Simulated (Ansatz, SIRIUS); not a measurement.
This is a calculation of FeO (Wuestite) for SIRIUS 7.12.0. 

The input sirius.json:

```json
{
  "control": {
    "processing_unit": "cpu",
    "verbosity": 2,
    "num_bands_to_print": 19,
    "print_forces": true,
    "print_stress": true
  },
  "parameters": {
    "electronic_structure_method": "pseudopotential",
    "xc_functionals": ["XC_GGA_X_PBE", "XC_GGA_C_PBE"],
    "gk_cutoff": 9.5,
    "pw_cutoff": 19.0,
    "ngridk": [6, 6, 6],
    "shiftk": [0, 0, 0],
    "smearing": "fermi_dirac",
    "smearing_width": 0.0018374661,
    "num_bands": 19,
    "num_mag_dims": 1,
    "num_dft_iter": 100,
    "energy_tol": 1e-08,
    "density_tol": 1e-06
  },
  "iterative_solver": {
    "type": "davidson",
    "min_tolerance": 1e-10
  },
  "mixer": {
    "type": "anderson",
    "beta": 0.5,
    "max_history": 8
  },
  "settings": {
    "tol_ne": 1e-10,
    "pseudo_grid_cutoff": 6.5,
    "smooth_initial_mag": true
  },
  "unit_cell": {
    "lattice_vectors": [
      [0.0, 4.073115689018, 4.073115689018],
      [4.073115689018, 0.0, 4.073115689018],
      [4.073115689018, 4.073115689018, 0.0]
    ],
    "atom_coordinate_units": "lattice",
    "atom_types": ["Fe", "O"],
    "atom_files": {
      "Fe": "Fe.json",
      "O": "O.json"
    },
    "atoms": {
      "Fe": [
        [0.0, 0.0, 0.0, 0.0, 0.0, 3.0]
      ],
      "O": [
        [0.5, 0.5, 0.5, 0.0, 0.0, 0.0]
      ]
    }
  }
}
```

Potentials or basis: PseudoDojo 0.4.1 PBE standard (scalar relativistic).

Command:

```bash
$ upf_to_json Fe.upf
$ upf_to_json O.upf
$ OMP_NUM_THREADS=1 sirius.scf --input=sirius.json --output=out.json --task=0
```

**Question.** Translate it to Ansatz 0.2.0. Potentials or basis there: Ansatz PAW, cutoff 420 eV.

**Answer.** As run (cutoffs and basis follow the program's own potentials, and thresholds, step limits or extra output files can differ):

File input.yaml:

```yaml
crystal:
  lattice:
    - [0.0, 2.1554, 2.1554]
    - [2.1554, 0.0, 2.1554]
    - [2.1554, 2.1554, 0.0]
  atoms:
    - { symbol: Fe, position: [0.0, 0.0, 0.0], spin: 3.0 }
    - { symbol: O, position: [0.5, 0.5, 0.5] }
hamiltonian:
  xc: pbe
  pseudopotentials: { kind: paw }
magnetization:
  spin_polarized: true
kpoints:
  mp_grid: { grid: [6, 6, 6] }
scf:
  occupations: { method: fermi_dirac, width: 0.05 }
output:
  forces: true
  stress: true
  eigenvalues: true
```

Potentials or basis: Ansatz PAW.

The run is started by

```console
$ ansatz run input.yaml --threads 2 --pin off --max-ram 5120MiB --backend cpu --events-out ev --progress --plain --runs-dir out
```

Both were run:

|  | SIRIUS | Ansatz |
| --- | --- | --- |
| Pressure | -0.7 GPa | 0.0 GPa |
| Net moment | 4.01 μB per cell | 4.01 μB per cell |
| Absolute moment | 4.02 μB per cell | 4.02 μB per cell |

Ansatz's pressure holds a Pulay term of +0.63 GPa for its cutoff of 420 eV, which the other run lacks.

Where Ansatz's input types no cutoff or centring, it takes its own default and a Γ-centred mesh.

The magnetic state is the one that the start led to; the real crystal's order can differ.

Pressure is positive in compression.

The k mesh is coarse, so the values aren't converged.
